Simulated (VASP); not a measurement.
# Which native defect does SiNi3 form most easily?

Which native defect is cheapest in SiNi3, and how does that change with the growth condition? The start is a cell from a database of measured crystal structures.

Method: PBE, spin-polarised from a ferromagnetic start; plane waves and PAW (Ni, Si), in the first sound run; inputs show where later runs differ, in VASP 6.6.1.

The database entry behind the starting cell differs from later determinations by our own check (an axis about 0.9 % long against later determinations), so it need not match the best structure at ambient conditions.

**1. The host crystal**

Symmetry: Pm-3m, No. 221, cubic system. Conventional cell: a = 3.542 Å, b = 3.542 Å, c = 3.542 Å, α = 90.00°, β = 90.00°, γ = 90.00°. Nearest to Ni lie 8 Ni at 2.50 Å and 4 Si at 2.50 Å. Si has 12 Ni at 2.50 Å nearest. Farther neighbours are not listed.

Coordinates:

```xyz
4
Lattice="3.5420 0.0000 0.0000 0.0000 3.5420 0.0000 0.0000 0.0000 3.5420" Properties=species:S:1:pos:R:3 pbc="T T T"
Ni    1.7710    1.7710    0.0000
Ni    1.7710    0.0000    1.7710
Ni    0.0000    1.7710    1.7710
Si    0.0000    0.0000    0.0000
```

**2. Relaxing the host crystal**

The later steps need the crystal at this functional's own lattice; a raised cutoff keeps the stress reliable while the cell changes.

INCAR

```
SYSTEM = SiNi3
PREC = Accurate
ENCUT = 360
EDIFF = 1E-06
NELM = 120
ISMEAR = 1
SIGMA = 0.15
LREAL = .FALSE.
ALGO = Normal
GGA = PE
NBANDS = 27
ISPIN = 2
MAGMOM = 1 1 1 0
LASPH = .TRUE.
LMAXMIX = 4
LORBIT = 11
LWAVE = .FALSE.
LCHARG = .FALSE.
KPAR = 8
IBRION = 2
NSW = 40
ISIF = 3
EDIFFG = -0.02
POTIM = 0.4
```

POSCAR

```
SiNi3
1.0
    3.5420000000      0.0000000000      0.0000000000
    0.0000000000      3.5420000000      0.0000000000
    0.0000000000      0.0000000000      3.5420000000
Ni Si
3 1
Direct
    0.5000000000      0.5000000000      0.0000000000
    0.5000000000      0.0000000000      0.5000000000
    0.0000000000      0.5000000000      0.5000000000
    0.0000000000      0.0000000000      0.0000000000
```

KPOINTS

```
Automatic mesh
0
Gamma
7 7 7
0 0 0
```

PAW data sets: Ni and Si (PBE family, release 64).

Run with:

```sh
$ mpirun -np 8 vasp_std
```

Log:

```text
[banner, memory and clock lines left out]
running    8 mpi-ranks, on    1 nodes
 distrk:  each k-point on    1 cores,    8 groups
 distr:  one band on    1 cores,    1 groups

 POSCAR found type information on POSCAR NiSi
 POSCAR found :  2 types and       4 ions
|                                                                             |
|           W    W    AA    RRRRR   N    N  II  N    N   GGGG   !!!           |
|           W    W   A  A   R    R  NN   N  II  NN   N  G    G  !!!           |
|           W    W  A    A  R    R  N N  N  II  N N  N  G       !!!           |
|           W WW W  AAAAAA  RRRRR   N  N N  II  N  N N  G  GGG   !            |
|           WW  WW  A    A  R   R   N   NN  II  N   NN  G    G                |
|           W    W  A    A  R    R  N    N  II  N    N   GGGG   !!!           |
|                                                                             |
|     For optimal performance we recommend to set                             |
|       NCORE = 2 up to number-of-cores-per-socket                            |
|     NCORE specifies how many cores store one orbital (NPAR=cpu/NCORE).      |
|     This setting can greatly improve the performance of VASP for DFT.       |
|     The default, NCORE=1 might be grossly inefficient on modern             |
|     multi-core architectures or massively parallel machines. Do your        |
|     Unfortunately you need to use the default for GW and RPA                |
|     calculations (for HF NCORE is supported but not extensively tested      |
|     yet).                                                                   |
|                                                                             |

 LDA part: xc-table for (Slater+PW92), standard interpolation
 POSCAR, INCAR and KPOINTS ok, starting setup
 FFT: planning ... GRIDC
 FFT: planning ... GRID_SOFT
 FFT: planning ... GRID
 WAVECAR not read
 entering main loop
       N       E                     dE             d eps       ncg     rms          rms(c)
DAV:   1     0.169955729732E+03    0.16996E+03   -0.11545E+04  2184   0.125E+03
DAV:   2    -0.178109387832E+02   -0.18777E+03   -0.17538E+03  2160   0.271E+02
DAV:   3    -0.269446490158E+02   -0.91337E+01   -0.87119E+01  2441   0.756E+01
DAV:   4    -0.270963884942E+02   -0.15174E+00   -0.15147E+00  2399   0.925E+00
DAV:   5    -0.271010469792E+02   -0.46585E-02   -0.46580E-02  2578   0.149E+00    0.197E+01
DAV:   6    -0.275841705686E+02   -0.48312E+00   -0.29838E+01  2573   0.970E+01    0.192E+01
DAV:   7    -0.237201456544E+02    0.38640E+01   -0.10726E+01  2591   0.547E+01    0.382E+00
DAV:   8    -0.236817250700E+02    0.38421E-01   -0.30265E-01  2520   0.437E+00    0.153E+00
DAV:   9    -0.236720949932E+02    0.96301E-02   -0.18207E-02  2976   0.160E+00    0.647E-01
DAV:  10    -0.236705838659E+02    0.15111E-02   -0.14915E-03  2797   0.400E-01    0.338E-01
DAV:  11    -0.236699215543E+02    0.66231E-03   -0.34252E-04  2922   0.307E-01    0.104E-01
DAV:  12    -0.236699868497E+02   -0.65295E-04   -0.15027E-04  2916   0.146E-01    0.456E-02
DAV:  13    -0.236699928470E+02   -0.59973E-05   -0.17879E-05  2639   0.527E-02    0.208E-02
DAV:  14    -0.236699894129E+02    0.34341E-05   -0.28193E-06  2478   0.197E-02    0.745E-03
DAV:  15    -0.236699889905E+02    0.42240E-06   -0.10129E-06  1305   0.118E-02
   1 F= -.23669989E+02 E0= -.23671819E+02  d E =-.236700E+02  mag=     0.0003
 curvature:   0.00 expect dE= 0.000E+00 dE for cont linesearch  0.000E+00
 trial: gam= 0.00000 g(F)=  0.000E+00 g(S)=  0.931E-01 ort = 0.000E+00 (trialstep = 0.100E+01)
 search vector abs. value=  0.931E-01
 bond charge predicted
       N       E                     dE             d eps       ncg     rms          rms(c)
DAV:   1    -0.253737085254E+02   -0.17037E+01   -0.13281E+01  2280   0.531E+01    0.114E+01
DAV:   2    -0.251863154500E+02    0.18739E+00   -0.10727E+01  2558   0.612E+01    0.934E+00
DAV:   3    -0.237427091438E+02    0.14436E+01   -0.36062E+00  2574   0.330E+01    0.195E+00
DAV:   4    -0.236954679283E+02    0.47241E-01   -0.66704E-02  2825   0.262E+00    0.684E-01
DAV:   5    -0.236896679739E+02    0.58000E-02   -0.41821E-03  3152   0.643E-01    0.231E-01
DAV:   6    -0.236895675565E+02    0.10042E-03   -0.12168E-03  2214   0.307E-01    0.581E-02
DAV:   7    -0.236895594632E+02    0.80933E-05   -0.83876E-05  2610   0.982E-02    0.245E-02
DAV:   8    -0.236895536724E+02    0.57908E-05   -0.83119E-06  2919   0.395E-02    0.673E-03
DAV:   9    -0.236895526990E+02    0.97344E-06   -0.85639E-07  1215   0.135E-02
   2 F= -.23689553E+02 E0= -.23691515E+02  d E =-.195637E-01  mag=     0.0000
 trial-energy change:   -0.019564  1 .order   -0.017381   -0.093080    0.058319
 step:   0.6349(harm=  0.6148)  dis= 0.00000  next Energy=   -23.700094 (dE=-0.301E-01)
 bond charge predicted
       N       E                     dE             d eps       ncg     rms          rms(c)
DAV:   1    -0.239305390528E+02   -0.24099E+00   -0.18099E+00  2271   0.203E+01    0.432E+00
DAV:   2    -0.239454827495E+02   -0.14944E-01   -0.17596E+00  2580   0.233E+01    0.359E+00
DAV:   3    -0.237056783989E+02    0.23980E+00   -0.47162E-01  2586   0.129E+01    0.657E-01
DAV:   4    -0.237008501266E+02    0.48283E-02   -0.12397E-02  2252   0.689E-01    0.214E-01
DAV:   5    -0.237003318117E+02    0.51831E-03   -0.67934E-04  3038   0.403E-01    0.591E-02
DAV:   6    -0.237003277360E+02    0.40756E-05   -0.15937E-04  2238   0.114E-01    0.194E-02
DAV:   7    -0.237003348830E+02   -0.71469E-05   -0.10641E-05  2831   0.323E-02    0.107E-02
DAV:   8    -0.237003373530E+02   -0.24700E-05   -0.64849E-07  1227   0.121E-02    0.230E-03
DAV:   9    -0.237003372492E+02    0.10375E-06   -0.23396E-07  1131   0.712E-03
   3 F= -.23700337E+02 E0= -.23702253E+02  d E =-.303483E-01  mag=     0.0000
 curvature:  -0.31 expect dE=-0.477E-06 dE for cont linesearch -0.477E-06
 trial: gam= 0.00000 g(F)=  0.861E-65 g(S)=  0.156E-05 ort =-0.380E-03 (trialstep = 0.927E+00)
 search vector abs. value=  0.156E-05
 reached required accuracy - stopping structural energy minimisation
```

The job ended after 19 s (8 MPI ranks of Intel Xeon Platinum 8375C at 2.90GHz (Ice Lake), shared host; peak memory 1.4 GiB; 2.5 min of CPU time).

Lines that name or quote the potential files are left out of all logs, and their timing lines are given in words.

From OUTCAR (step 2):

```text
ion  position               nearest neighbor table
   1  0.500  0.500  0.000-   2 2.50   3 2.50   4 2.50   2 2.50   3 2.50   2 2.50   4 2.50   2 2.50
                             3 2.50   4 2.50   3 2.50   4 2.50
   2  0.500  0.000  0.500-   1 2.50   3 2.50   4 2.50   1 2.50   4 2.50   1 2.50   3 2.50   1 2.50
                             3 2.50   4 2.50   4 2.50   3 2.50
   3  0.000  0.500  0.500-   1 2.50   2 2.50   4 2.50   1 2.50   4 2.50   2 2.50   4 2.50   4 2.50
                             1 2.50   2 2.50   1 2.50   2 2.50
   4  0.000  0.000  0.000-   1 2.50   2 2.50   3 2.50   2 2.50   3 2.50   1 2.50   3 2.50   3 2.50
                             1 2.50   2 2.50   2 2.50   1 2.50

  LATTYP: Found a simple cubic cell.
 ALAT       =     3.5420000000

 Subroutine GETGRP returns: Found 48 space group operations
 (whereof 48 operations were pure point group operations)

The static configuration has the point symmetry O_h .

 Found     20 irreducible k-points:

   k-points           NKPTS =     20   k-points in BZ     NKDIM =     20   number of bands    NBANDS=     27

   dimension x,y,z NGX =    24 NGY =   24 NGZ =   24
   dimension x,y,z NGXF=    48 NGYF=   48 NGZF=   48

   ENCUT  =  360.0 eV  26.46 Ry    5.14 a.u.   5.48  5.48  5.48*2*pi/ulx,y,z

   NELECT =      34.0000    total number of electrons

 k-points in reciprocal lattice and weights: Automatic mesh
   0.00000000  0.00000000  0.00000000       0.003
   0.14285714  0.00000000  0.00000000       0.017
   0.28571429  0.00000000  0.00000000       0.017
   0.42857143  0.00000000  0.00000000       0.017
   0.14285714  0.14285714  0.00000000       0.035
   0.28571429  0.14285714  0.00000000       0.070
   0.42857143  0.14285714  0.00000000       0.070
   0.28571429  0.28571429  0.00000000       0.035
   0.42857143  0.28571429  0.00000000       0.070
[...]
0.42857143  0.42857143  0.28571429       0.070
   0.42857143  0.42857143  0.42857143       0.023

 average (electrostatic) potential at core
       1 -80.6534       2 -80.6534       3 -80.6534       4 -79.0587

 E-fermi :  10.6757

 spin component 1
 k-point     1 :       0.0000    0.0000    0.0000
  band No.  band energies     occupation
    ...
     12       9.8063      1.00000
     13       9.8063      1.00000
     14      10.0746      1.00000
     15      10.0746      1.00000
     16      10.4007      1.01318
     17      10.7306      0.21189
     18      10.7306      0.21189
     19      10.7306      0.21188
     20      15.5442      0.00000
     21      17.0362      0.00000
    ...

 k-point     2 :       0.1429    0.0000    0.0000
  band No.  band energies     occupation
    ...
     12       9.9149      1.00000
     13       9.9149      1.00000
     14      10.0483      1.00000
     15      10.0776      1.00000
     16      10.3041      1.00128
     17      10.7310      0.21001
     18      11.2049     -0.00000
     19      11.2049     -0.00000
     20      15.9187      0.00000
     21      16.9858      0.00000
    ...

 k-point     3 :       0.2857    0.0000    0.0000
  band No.  band energies     occupation
    ...
     12       9.6968      1.00000
     13       9.6968      1.00000
     14       9.7736      1.00000
     15       9.9653      1.00000
     16      10.1406      1.00000
     17      10.7318      0.20682
     18      12.4298     -0.00000
     19      12.4298     -0.00000
     20      16.0087      0.00000
     21      16.8502      0.00000
    ...

 k-point     4 :       0.4286    0.0000    0.0000
  band No.  band energies     occupation
    ...
     12       9.4307      1.00000
     13       9.4307      1.00000
     14       9.4606      1.00000
     15       9.6225      1.00000
     16      10.1393      1.00000
     17      10.7322      0.20489
     18      13.8953      0.00000
     19      13.8953      0.00000
     20      15.9320      0.00000
     21      16.4451      0.00000
    ...

 k-point     5 :       0.1429    0.1429    0.0000
  band No.  band energies     occupation
    ...
     13       9.8935      1.00000
     14       9.9230      1.00000
     15      10.1820      1.00002
     16      10.2036      1.00004
     17      10.6125      0.82392
     18      11.1324     -0.00007
     19      11.6985     -0.00000
     20      16.3411      0.00000
     21      17.7495      0.00000
     22      18.0249      0.00000
    ...

 k-point     6 :       0.2857    0.1429    0.0000
  band No.  band energies     occupation
    ...
     13       9.6123      1.00000
     14       9.8618      1.00000
     15      10.0299      1.00000
     16      10.0656      1.00000
     17      10.5491      1.00049
     18      11.7509     -0.00000
     19      12.8066     -0.00000
     20      16.2767      0.00000
     21      16.4852      0.00000
     22      18.0466      0.00000
    ...

  Total        0.0073302      0.0073302      0.0073302     -0.0000000      0.0000000      0.0000000
  in kB        0.2731924      0.2731924      0.2731924     -0.0000000      0.0000000      0.0000000
  external PRESSURE =       0.2731924 kB  Pullay stress =       0.0000000 kB

  energy-cutoff  :      360.00
  volume of cell :       42.99
      direct lattice vectors                 reciprocal lattice vectors
     3.503093515 -0.000000000  0.000000000     0.285461977 -0.000000000  0.000000000
     0.000000000  3.503093515 -0.000000000     0.000000000  0.285461977  0.000000000
    -0.000000000 -0.000000000  3.503093515    -0.000000000  0.000000000  0.285461977

 POSITION                                       TOTAL-FORCE (eV/Angst)
 -----------------------------------------------------------------------------------
      1.75155      1.75155      0.00000         0.000000      0.000000      0.000000
      1.75155     -0.00000      1.75155        -0.000000     -0.000000      0.000000
     -0.00000      1.75155      1.75155        -0.000000     -0.000000      0.000000
      0.00000      0.00000      0.00000         0.000000      0.000000      0.000000
 -----------------------------------------------------------------------------------
    total drift:                                0.000000     -0.000000     -0.000000

  FREE ENERGIE OF THE ION-ELECTRON SYSTEM (eV)
  ---------------------------------------------------
  free  energy   TOTEN  =       -23.7003372492 eV

  energy  without entropy=      -23.7060834771  energy(sigma->0) =      -23.70225266

 reached required accuracy - stopping structural energy minimisation

 total charge
# of ion       s       p       d       tot
------------------------------------------
    1        0.486   0.573   8.405   9.464
    2        0.486   0.573   8.405   9.464
    3        0.486   0.573   8.405   9.464
    4        0.730   0.823   0.000   1.552
--------------------------------------------------
tot          2.189   2.541  25.214  29.944

 magnetization (x)
# of ion       s       p       d       tot
------------------------------------------
    1        0.000   0.000   0.000   0.000
    2        0.000   0.000   0.000   0.000
    3        0.000   0.000   0.000   0.000
    4       -0.000  -0.000   0.000  -0.000
--------------------------------------------------
tot          0.000  -0.000   0.000   0.000

[... 5 further parts left out ...]
```

The moments of the start collapse, so the state is non-magnetic; other starts or orders were not tried. The k-mesh is coarse for a metal. The run keeps the 48 symmetry operations of its start, so it cannot find a distortion of lower symmetry.

Relaxation path:

```tsv
step	energy less that of the first step (eV)	largest force (eV/Å)	pressure (GPa)	volume (Å³)
1	0.0000	0.0000	-6.47	44.44
2	-0.0196	0.0000	4.27	42.17
3	-0.0303	0.0000	0.03	42.99
```

```tsv
conventional cell, symmetrised	before	after	change
a (Å)	3.542	3.503	-1.1 %
b (Å)	3.542	3.503	-1.1 %
c (Å)	3.542	3.503	-1.1 %
volume (Å³/atom)	11.11	10.75	-3.3 %
```

Final coordinates:

```xyz
4
Lattice="3.5031 0.0000 0.0000 0.0000 3.5031 0.0000 0.0000 0.0000 3.5031" Properties=species:S:1:pos:R:3 pbc="T T T"
Ni    1.7515    1.7515    0.0000
Ni    1.7515    0.0000    1.7515
Ni    0.0000    1.7515    1.7515
Si    0.0000    0.0000    0.0000
```

This step gave:

| Quantity | Value |
| --- | --- |
| electronic cycles | 33 |
| electrons | 34 |
| free energy (TOTEN) | -23.70 eV |
| energy at zero smearing | -23.70 eV |
| Fermi energy | 10.68 eV |
| labelled metallic, from the levels on this mesh | yes |

The spin moment in the PAW sphere vanishes on all atoms.

The run ended after 3 ionic steps, 0.030 eV below its first step, once forces and stress met EDIFFG = -0.02.

(Continued in part 2 of 6.)

[Lines on the potential files, build, host, timing and source positions are cut from VASP's logs without a mark.]

[Logs are printed without paths, hosts, clocks, repeated set-up lines and the standing remarks that a program may print on its own settings, such as how far it seeks lower states.]

[Hosts, paths, dates, database ids (printed as entryN), source tags and the programs' standing remarks are cut or masked in the printed files.]

[In band tables of VASP the shares of atoms and orbitals are scaled to a sum of 1 inside the atoms' spheres.]

[Runs that stopped without an error message from VASP are left out.]
